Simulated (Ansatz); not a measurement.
Sn:

```
CELL_PARAMETERS angstrom
-2.94014 2.94014 1.59930
2.94014 -2.94014 1.59930
2.94014 2.94014 -1.59930
ATOMIC_POSITIONS crystal
Sn 0.00000 0.00000 0.00000
Sn 0.75000 0.25000 0.50000
```

Program: Ansatz 0.2.0. Alike in all runs: cell as given; cutoff (eV) 208; basis error allowed 0.001 eV/atom.

Question: Order these runs on this cell by their pressure, lowest first.
A. level LDA; potentials or basis all-electron LAPW, relativistic spinors; spin SOC, no magnetisation; k mesh 7 × 7 × 7; smearing fermi-dirac 0.05 eV
B. level BLYP; potentials or basis all-electron LAPW, scalar-relativistic; spin off; k mesh 9 × 9 × 9; smearing fermi-dirac 0.05 eV
C. level RPBE-LYP; potentials or basis all-electron LAPW, inner shells corrected to Dirac's equation; spin collinear, ferromagnetic start; k mesh 9 × 9 × 9; smearing fermi-dirac 0.1 eV
D. level PBEsol; potentials or basis all-electron LAPW, scalar-relativistic; spin off; k mesh 9 × 9 × 9; smearing fermi-dirac 0.05 eV
E. level PBE; potentials or basis all-electron LAPW, scalar-relativistic; spin off; k mesh 9 × 9 × 9; smearing gaussian 0.025 eV

Answer: A (-3.0 GPa), D (-1.4 GPa), E (1.4 GPa), B (5.7 GPa), C (7.4 GPa).

Caveats: the k mesh is thin for a metal, which can move the energy by tens of meV per atom (some runs).

Not every run made on this cell is shown here.
